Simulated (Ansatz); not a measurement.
Ru (diamond): energy against volume

Method: Ansatz, DFT, PBE, plane waves (420 eV) with PAW, scalar-relativistic.

The cell is scaled uniformly from the relaxed one, with fractional coordinates and shape fixed. Energies are extrapolated to zero smearing, pressures are those at the given smearing. Magnetic state: non-magnetic.

A Birch-Murnaghan fit gives V₀ = 20.28 Å³/atom, B₀ = 163 GPa, B₀′ = 4.7.

Q: What are the energy above the minimum and the pressure at 17.849 Å³/atom?

A: 189.8 meV/atom and 28.22 GPa as computed.

Q: What are the energy above the minimum and the pressure at 21.095 Å³/atom?

A: 15.4 meV/atom and -5.82 GPa as computed.

Q: What are the energy above the minimum and the pressure at 21.906 Å³/atom?

A: 57.2 meV/atom and -10.45 GPa as computed.
